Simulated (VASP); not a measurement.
# Si (P6_3/mmc) in VASP: a series of runs

One crystal, Si, is run at these levels: PBE; tasks: single point, relaxation of cell and atoms.

Everything below comes from runs of VASP 6.6.1. Logs are shortened: lines on timing, memory, paths and dates and some standing lists are left out, and cuts for length are marked.

## Step 1: Starting point

It takes space group P6_3/mmc (No. 194, hexagonal). The conventional cell has a = 3.851 Å, b = 3.851 Å, c = 6.365 Å, α = 90.00°, β = 90.00°, γ = 120.00°. Around Si (site symmetry 3m) lie 4 Si at 2.36 to 2.38 Å.

This isn't the form of Si at room conditions, which is diamond.

## Step 2: Single point, PBE

File INCAR:

```
SYSTEM = Si
  ALGO = Normal
  EDIFF = 1E-7
  ENCUT = 520
  GGA = PE
  ISIF = 2
  ISMEAR = 0
  LASPH = .True.
  LCHARG = .False.
  LREAL = .False.
  LWAVE = .False.
  NBANDS = 16
  NELM = 100
  PREC = Accurate
  SIGMA = 0.02
```

File KPOINTS:

```
k-points
0
Gamma
  12 12 6
  0 0 0
```

File POSCAR:

```
Si
1.0
    3.8512801574      0.0000000000      0.0000000000
   -1.9256400787      3.3353064534      0.0000000000
    0.0000000000      0.0000000000      6.3650243942
Si
4
Direct
    0.3333333333      0.6666666667      0.0629309072
    0.6666666667      0.3333333333      0.5629309072
    0.3333333333      0.6666666667      0.4370690928
    0.6666666667      0.3333333333      0.9370690928
```

Potentials or basis: VASP PAW PBE potentials, release 64 (Si).

Command:

```bash
$ cat potpaw_PBE.64/Si/POTCAR > POTCAR
$ mpirun -np 1 vasp_std > vasp.out
```

OUTCAR:

```text
SYSTEM = Si
   EDIFF = 1E-7
   ENCUT = 520
   GGA = PE
   ISIF = 2
   ISMEAR = 0
   LASPH = .True.
   LREAL = .False.
   NELM = 100
   PREC = Accurate

 ion  position               nearest neighbor table
   1  0.333  0.667  0.063-   4 2.36   4 2.36   4 2.36   3 2.38
   2  0.667  0.333  0.563-   3 2.36   3 2.36   3 2.36   4 2.38
   3  0.333  0.667  0.437-   2 2.36   2 2.36   2 2.36   1 2.38
   4  0.667  0.333  0.937-   1 2.36   1 2.36   1 2.36   2 2.38

  LATTYP: Found a hexagonal cell.
 ALAT       =     3.8512801574
 C/A-ratio  =     1.6527035516

  Lattice vectors:

 A1 = (   3.8512801574,   0.0000000000,   0.0000000000)
 A2 = (  -1.9256400787,   3.3353064534,   0.0000000000)
 A3 = (   0.0000000000,   0.0000000000,   6.3650243942)

Analysis of symmetry for initial positions (statically):
=====================================================================
 Subroutine PRICEL returns:
 Original cell was already a primitive cell.

 Routine SETGRP: Setting up the symmetry group for a
 hexagonal supercell.

 Subroutine GETGRP returns: Found 24 space group operations
 (whereof 12 operations were pure point group operations)
 out of a pool of 24 trial point group operations.

The static configuration has the point symmetry D_3d.
 The point group associated with its full space group is D_6h.

Analysis of symmetry for dynamics (positions and initial velocities):
=====================================================================
 Subroutine PRICEL returns:
 Original cell was already a primitive cell.

 Routine SETGRP: Setting up the symmetry group for a
 hexagonal supercell.

 Subroutine GETGRP returns: Found 24 space group operations
 (whereof 12 operations were pure point group operations)
 out of a pool of 24 trial point group operations.

The dynamic configuration has the point symmetry D_3d.
 The point group associated with its full space group is D_6h.

 Subroutine INISYM returns: Found 24 space group operations
 (whereof 12 operations are pure point group operations),
 and found     1 'primitive' translations

----------------------------------------------------------------------------------------

                                     Primitive cell

  volume of cell :      81.7600

  direct lattice vectors                    reciprocal lattice vectors
     3.851280157  0.000000000  0.000000000     0.259653923  0.149911262  0.000000000
    -1.925640079  3.335306453  0.000000000     0.000000000  0.299822524  0.000000000
     0.000000000  0.000000000  6.365024394     0.000000000  0.000000000  0.157108589

  length of vectors
     3.851280157  3.851280157  6.365024394     0.299822524  0.299822524  0.157108589

  position of ions in fractional coordinates (direct lattice)
     0.333333333  0.666666667  0.062930907
     0.666666667  0.333333333  0.562930907
     0.333333333  0.666666667  0.437069093
     0.666666667  0.333333333  0.937069093

  ion indices of the primitive-cell ions
   primitive index   ion index
                 1           1
                 2           2
                 3           3
                 4           4

----------------------------------------------------------------------------------------

 KPOINTS: k-points

Automatic generation of k-mesh.
 Grid dimensions read from file:
 generate k-points for:   12   12    6

 Generating k-lattice:

  Cartesian coordinates                     Fractional coordinates (reciprocal lattice)
     0.021637827  0.012492605  0.000000000     0.083333333  0.000000000  0.000000000
     0.000000000  0.024985210  0.000000000     0.000000000  0.083333333  0.000000000
     0.000000000  0.000000000  0.026184765     0.000000000  0.000000000  0.166666667

  Length of vectors
     0.024985210  0.024985210  0.026184765

  Shift w.r.t. Gamma in fractional coordinates (k-lattice)
     0.000000000  0.000000000  0.000000000

 Subroutine IBZKPT returns following result:
 ===========================================

 Found     76 irreducible k-points:

 Following reciprocal coordinates:
            Coordinates               Weight
  0.000000  0.000000  0.000000      1.000000
  0.083333  0.000000  0.000000      6.000000
  0.166667  0.000000  0.000000      6.000000
  0.250000  0.000000  0.000000      6.000000
  0.333333  0.000000  0.000000      6.000000
  0.416667  0.000000  0.000000      6.000000
[... 16 lines left out ...]
  0.250000  0.000000  0.166667     12.000000
  0.333333  0.000000  0.166667     12.000000
 [... further k-points ...]
   k-points           NKPTS =     76   k-points in BZ     NKDIM =     76   number of bands    NBANDS=     16
   number of dos      NEDOS =    301   number of ions     NIONS =      4
   total plane-waves  NPLWV =  43200
   dimension x,y,z NGX =    30 NGY =   30 NGZ =   48
   dimension x,y,z NGXF=    60 NGYF=   60 NGZF=   96
   ions per type =               4
   NGX,Y,Z   is equivalent  to a cutoff of  12.95, 12.95, 12.54 a.u.
   NGXF,Y,Z  is equivalent  to a cutoff of  25.90, 25.90, 25.07 a.u.
 SYSTEM =  Si
   PREC   = accura    normal or accurate (medium, high low for compatibility)
   ISTART =      0    job   : 0-new  1-cont  2-samecut
   ICHARG =      2    charge: 1-file 2-atom 10-const
   ISPIN  =      1    spin polarized calculation?
   LNONCOLLINEAR =      F non collinear calculations
   LSORBIT =      F    spin-orbit coupling
   LASPH  =      T    aspherical Exc in radial PAW
   ENCUT  =  520.0 eV  38.22 Ry    6.18 a.u.   7.16  7.16 11.83*2*pi/ulx,y,z
   NELM   =    100;   NELMIN=  2; NELMDL= -5     # of ELM steps
   EDIFF  = 0.1E-06   stopping-criterion for ELM
   LREAL  =      F    real-space projection
   EDIFFG = 0.1E-05   stopping-criterion for IOM
   NSW    =      0    number of steps for IOM
   IBRION =     -1    ionic relax: 0-MD 1-quasi-New 2-CG
   NFREE  =      0    steps in history (QN), initial steepest desc. (CG)
   ISIF   =      2    stress and relaxation
   ISYM   =      2    0-nonsym 1-usesym 2-fastsym
   POTIM  = 0.5000    time-step for ionic-motion
   TEBEG  =    0.0;   TEEND  =   0.0 temperature during run
   PSTRESS=    0.0 pullay stress
   NELECT =      16.0000    total number of electrons
   NUPDOWN=      -1.0000    fix difference up-down
   EMIN   =  10.00;   EMAX   =-10.00  energy-range for DOS
   EFERMI =   0.00;   METHOD = LEGACY
   ISMEAR =     0;   SIGMA  =   0.02  broadening in eV -4-tet -1-fermi 0-gaus
   EFERMI_NEDOS =   21; number of points for ismear=-14 and -15
   IALGO  =     38    algorithm
   IMIX   =      4    mixing-type and parameters
     AMIX     =   0.40;   BMIX     =  1.00
     AMIX_MAG =   1.60;   BMIX_MAG =  1.00
  volume/ion in A,a.u.               =      20.44       137.94
  Fermi-wavevector in a.u.,A,eV,Ry     =   0.950461  1.796112 12.291190  0.903377
  Thomas-Fermi vector in A             =   2.078840
   LORBIT       =      0    0 simple, 1 ext, 2 COOP (PROOUT), +10 PAW based schemes
   GGA     = PE    functional components
   LHFCALC =     F    Hartree Fock is set to
   AEXX    =    0.0000 exact exchange contribution
   IVDW    =     0    specifies the selected vdW correction
   LEPSILON=     F    determine dielectric tensor
   LRPA    =     F    only Hartree local field effects (RPA)
 non-spin polarized calculation
 Gauss-broadening in eV      SIGMA  =   0.02
  energy-cutoff  :      520.00
  volume of cell :       81.76
 maximum number of plane-waves:      2220
 NGX is ok and might be reduce to    30
   NGX = 15   NGY = 15   NGZ = 23

 number of electron      16.0000001 magnetization

 Free energy of the ion-electron system (eV)
  ---------------------------------------------------
  ext. energy  EPLUGINS =         0.00000000
  ---------------------------------------------------
  free energy    TOTEN  =       -21.65521802 eV

  energy without entropy =      -21.65521802  energy(sigma->0) =      -21.65521802

 E-fermi :   5.9990     XC(G=0):  -9.3236

 val. band max:        5.8625769709   @ k =   0.0000   0.0000   0.0000
 cond. band min:       6.3158156977   @ k =   0.5000   0.0000   0.0000
 fundamental gap:      0.4532387268
 Fermi energy:         5.9990045755

 k-point     1 :       0.0000    0.0000    0.0000
  band No.  band energies     occupation
      1      -6.2122      2.00000
      2      -3.9680      2.00000
      3      -1.2634      2.00000
      4       4.3704      2.00000
      5       4.3704      2.00000
      6       5.5277      2.00000
[... 8 lines left out ...]
     15      10.0209      0.00000
     16      11.8069      0.00000

 k-point     2 :       0.0833    0.0000    0.0000
  band No.  band energies     occupation
      1      -6.1324      2.00000
      2      -3.8865      2.00000
      3      -1.2224      2.00000
      4       3.6881      2.00000
      5       4.2044      2.00000
      6       5.2352      2.00000
[... 8 lines left out ...]
     15      10.3270      0.00000
     16      11.3067      0.00000

 k-point     3 :       0.1667    0.0000    0.0000
  band No.  band energies     occupation
      1      -5.8951      2.00000
      2      -3.6435      2.00000
      3      -1.1274      2.00000
      4       2.5218      2.00000
      5       3.8349      2.00000
      6       4.0124      2.00000
[... 8 lines left out ...]
     15      11.1347      0.00000
     16      11.4528      0.00000

 k-point     4 :       0.2500    0.0000    0.0000
  band No.  band energies     occupation
      1      -5.5080      2.00000
      2      -3.2454      2.00000
      3      -1.1050      2.00000
      4       1.5159      2.00000
      5       2.7129      2.00000
      6       3.4446      2.00000
[... 8 lines left out ...]
     15      11.9274      0.00000
     16      12.2673      0.00000

 k-point     5 :       0.3333    0.0000    0.0000
  band No.  band energies     occupation
      1      -4.9912      2.00000
      2      -2.7095      2.00000
      3      -1.4320      2.00000
      4       1.0527      2.00000
      5       1.4918      2.00000
      6       3.1290      2.00000
[... 8 lines left out ...]
     15      12.8143      0.00000
     16      12.9592      0.00000

 k-point     6 :       0.4167    0.0000    0.0000
  band No.  band energies     occupation
      1      -4.4102      2.00000
      2      -2.0966      2.00000
      3      -2.0890      2.00000
      4       0.4556      2.00000
      5       1.1393      2.00000
      6       2.9288      2.00000
[... 8 lines left out ...]
     15      12.3044      0.00000
     16      13.7759      0.00000
[... 267 lines left out ...]
 k-point    21 :       0.0833    0.0000    0.1667
  band No.  band energies     occupation
      1      -6.0439      2.00000
      2      -4.2028      2.00000
      3      -0.7426      2.00000
      4       3.7655      2.00000
      5       4.2740      2.00000
      6       4.4864      2.00000
[... 8 lines left out ...]
     15      10.1239      0.00000
     16      11.6696      0.00000

 k-point    22 :       0.1667    0.0000    0.1667
  band No.  band energies     occupation
      1      -5.8069      2.00000
      2      -3.9651      2.00000
      3      -0.6582      2.00000
      4       2.6179      2.00000
      5       3.6021      2.00000
      6       3.9061      2.00000
[... 8 lines left out ...]
     15      11.0244      0.00000
     16      11.3793      0.00000

 k-point    23 :       0.2500    0.0000    0.1667
  band No.  band energies     occupation
      1      -5.4204      2.00000
      2      -3.5791      2.00000
      3      -0.6813      2.00000
      4       1.6673      2.00000
      5       2.3869      2.00000
      6       3.5169      2.00000
[... 8 lines left out ...]
     15      11.9435      0.00000
     16      12.1731      0.00000

 k-point    24 :       0.3333    0.0000    0.1667
  band No.  band energies     occupation
      1      -4.9049      2.00000
      2      -3.0746      2.00000
      3      -1.1011      2.00000
      4       1.1833      2.00000
      5       1.3408      2.00000
      6       3.2020      2.00000
[... 8 lines left out ...]
     15      12.9682      0.00000
     16      12.9882      0.00000

 [... further k-points ...]

------------------------ aborting loop because EDIFF is reached ----------------------------------------

  FORCE on cell =-STRESS in cart. coord.  units (eV):
  Direction    XX          YY          ZZ          XY          YZ          ZX
  --------------------------------------------------------------------------------------
  -------------------------------------------------------------------------------------
  Total       -0.0341794     -0.0341794     -0.0337488      0.0000000      0.0000000      0.0000000
  in kB       -0.6697826     -0.6697826     -0.6613455      0.0000000      0.0000000      0.0000000
  external PRESSURE =      -0.6669703 kB  Pullay stress =       0.0000000 kB

 VOLUME and BASIS-vectors are now :
 -----------------------------------------------------------------------------
  energy-cutoff  :      520.00
  volume of cell :       81.76
      direct lattice vectors                 reciprocal lattice vectors
     3.851280157  0.000000000  0.000000000     0.259653923  0.149911262  0.000000000
    -1.925640079  3.335306453  0.000000000     0.000000000  0.299822524  0.000000000
     0.000000000  0.000000000  6.365024394     0.000000000  0.000000000  0.157108589

 POSITION                                       TOTAL-FORCE (eV/Angst)
 -----------------------------------------------------------------------------------
     -0.00000      2.22354      0.40056         0.000000     -0.000000      0.000316
      1.92564      1.11177      3.58307        -0.000000      0.000000      0.000316
     -0.00000      2.22354      2.78196         0.000000     -0.000000     -0.000316
      1.92564      1.11177      5.96447        -0.000000      0.000000     -0.000316
 -----------------------------------------------------------------------------------
    total drift:                               -0.000000      0.000000     -0.000000

  FREE ENERGIE OF THE ION-ELECTRON SYSTEM (eV)
  ---------------------------------------------------
  free  energy   TOTEN  =       -21.6552180231 eV

  energy  without entropy=      -21.6552180231  energy(sigma->0) =      -21.65521802
```

It took 46 s on 1 thread of AMD EPYC 9R45 (Zen 5), shared host; peak memory 0.19 GiB.

What came out:

- Free energy: -21.6552 eV
- Pressure: -0.1 GPa
- Band gap on the k mesh: 0.45 eV, indirect (least direct gap 0.99 eV)

A k mesh can miss the band edges. PBE gaps usually lie below the measured ones, often by a third to a half.

## Step 3: Relaxation of cell and atoms, PBE

This run uses another cell than the first one, of 20.13 Å³/atom, 0.985 times its volume.

File INCAR:

```
PREC = Accurate
ENCUT = 600
EDIFF = 1E-6
ISMEAR = 0
SIGMA = 0.02
LREAL = False
LASPH = True
NELM = 100
ALGO = Normal
ISIF = 3
LWAVE = False
LCHARG = False
GGA = PE
IBRION = 2
NSW = 100
EDIFFG = -0.002
```

File KPOINTS:

```
Automatic mesh
0
Gamma
  12 12 6
```

File POSCAR:

```
Si
1.0
    3.8313174600      0.0000000000      0.0000000000
   -1.9156587300      3.3180182500      0.0000000000
    0.0000000000      0.0000000000      6.3326220000
Si
4
Direct
    0.3333333300      0.6666666700      0.0630095000
    0.6666666700      0.3333333300      0.5630095000
    0.3333333300      0.6666666700      0.4369905000
    0.6666666700      0.3333333300      0.9369905000
```

Potentials or basis: VASP PAW PBE potentials, release 64 (Si).

Command:

```bash
$ cat potpaw_PBE.64/Si/POTCAR > POTCAR
$ mpirun -np 1 vasp_std > vasp.out
```

Run time: 1.9 min. Hardware: 1 thread of AMD EPYC 9R45 (Zen 5), shared host; peak memory 0.22 GiB.

The run converged. Its results:

| Quantity | Value |
| --- | --- |
| Free energy | -21.6554 eV |
| Relaxed volume | 20.43 Å³/atom |
| Relaxed cell | a = 3.851 Å, b = 3.851 Å, c = 6.363 Å, α = 90.00°, β = 90.00°, γ = 120.00° |
| Space group after relaxing (to 0.05 Å) | P6_3/mmc (No. 194) |
| Energy gained by relaxing | 1.3 meV/atom |
| Ionic steps | 8 |
| Pressure after relaxing | 0.0 GPa |
| Band gap on the k mesh | 0.45 eV, indirect (least direct gap 1.00 eV) |

Step by step:
```csv
step,energy change (eV),largest force (eV/Å),pressure (GPa),volume (Å³)
1,0.0000,0.0053,1.36,80.50
2,-0.0028,0.0051,-0.86,82.52
3,-0.0050,0.0051,0.01,81.70
4,-0.0050,0.0051,-0.01,81.72
5,-0.0050,0.0006,-0.02,81.72
6,-0.0050,0.0024,-0.02,81.72
7,-0.0050,0.0015,0.00,81.70
8,-0.0050,0.0016,0.00,81.71
```

Final structure:
```
Si
1.0
     3.85059    0.00000    0.00000
    -1.92530    3.33471    0.00000
     0.00000    0.00000    6.36337
Si
4
Direct
  0.33333 0.66667 0.06292
  0.66667 0.33333 0.56292
  0.33333 0.66667 0.43708
  0.66667 0.33333 0.93708
```

Levels at points of the mesh, in eV from the valence-band top:
```csv
k point,band 4,band 5,band 6,band 7,band 8,band 9,band 10,band 11,band 12
"(0.00, 0.00, 0.00)",-1.49,-1.49,-0.33,0.00,0.00,1.00,2.02,2.02,2.32
"(0.50, 0.00, 0.00)",-5.93,-4.58,-3.00,-2.92,-1.42,0.45,2.33,3.02,3.14
"(0.00, 0.00, 0.50)",-4.19,-0.91,-0.91,-0.91,-0.91,1.77,1.77,2.99,2.99
"(0.50, 0.00, 0.50)",-7.19,-2.41,-2.41,-2.38,-2.38,0.93,0.93,1.70,1.70
```

## Step 4: Single point, PBE

This run uses another cell than the first one, of 20.13 Å³/atom, 0.985 times its volume.

File INCAR:

```
PREC = Accurate ; ENCUT = 520
EDIFF = 1E-6 ; ISMEAR = 0
SIGMA = 0.1 ; LREAL = F
LASPH = T ; NELM = 100
ALGO = Normal ; ISIF = 2
LWAVE = F ; LCHARG = F
GGA = PE ; NBANDS = 16
```

File KPOINTS:

```
regular mesh
0
Gamma
  6 6 4
```

POSCAR is that of step 3.

Command:

```bash
$ cat potpaw_PBE.64/Si/POTCAR > POTCAR
$ mpirun -np 1 vasp_std > vasp.out
```

It took 13 s on 1 thread of AMD EPYC 9R45 (Zen 5), shared host; peak memory 0.15 GiB.

Results (log left out):

```yaml
Free_energy: -21.6245 eV
Pressure: 1.4 GPa
Largest_force: 0.015 eV/Å
Band_gap_on_the_k_mesh: 0.42 eV, indirect (least direct gap 1.03 eV)
```

Forces on the atoms (eV/Å):
```
Si   0.000  0.000 -0.015
Si   0.000  0.000 -0.015
Si   0.000  0.000  0.015
Si   0.000  0.000  0.015
```

Stress tensor (GPa, compression positive):
```
1.48 0.00 0.00
0.00 1.48 0.00
0.00 0.00 1.27
```

Levels at points of the mesh, in eV from the valence-band top:
| k point | band 4 | band 5 | band 6 | band 7 | band 8 | band 9 | band 10 | band 11 | band 12 | band 13 |
| --- | --- | --- | --- | --- | --- | --- | --- | --- | --- | --- |
| (0.00, 0.00, 0.00) | -1.52 | -1.52 | -0.35 | 0.00 | 0.00 | 1.03 | 2.00 | 2.00 | 2.34 | 3.51 |
| (0.50, 0.00, 0.00) | -5.97 | -4.66 | -3.05 | -2.98 | -1.44 | 0.42 | 2.34 | 2.99 | 3.11 | 4.42 |
| (0.00, 0.00, 0.50) | -4.23 | -0.93 | -0.93 | -0.93 | -0.93 | 1.81 | 1.81 | 2.98 | 2.98 | 2.98 |
| (0.50, 0.00, 0.50) | -7.25 | -2.45 | -2.45 | -2.42 | -2.42 | 0.92 | 0.92 | 1.66 | 1.66 | 5.62 |

## Step 5: The runs side by side

| task | cell | k mesh | cutoff (eV) | smearing | gap on the mesh (eV) | pressure (GPa) |
| --- | --- | --- | --- | --- | --- | --- |
| single point | P6_3/mmc, 20.44 Å³/atom | 12 × 12 × 6 | 520 | gaussian 0.02 eV | 0.45 | -0.1 |
| relaxation of cell and atoms | relaxed | 12 × 12 × 6 | 600 | gaussian 0.02 eV | 0.45 | 0.0 |
| single point | P6_3/mmc, 20.13 Å³/atom | 6 × 6 × 4 | 520 | gaussian 0.1 eV | 0.42 | 1.4 |

Alike in all rows: level PBE; potentials or basis VASP PAW PBE potentials, release 64 (Si); no spin polarisation.

Absolute energies hang on the potentials; compare differences alone.
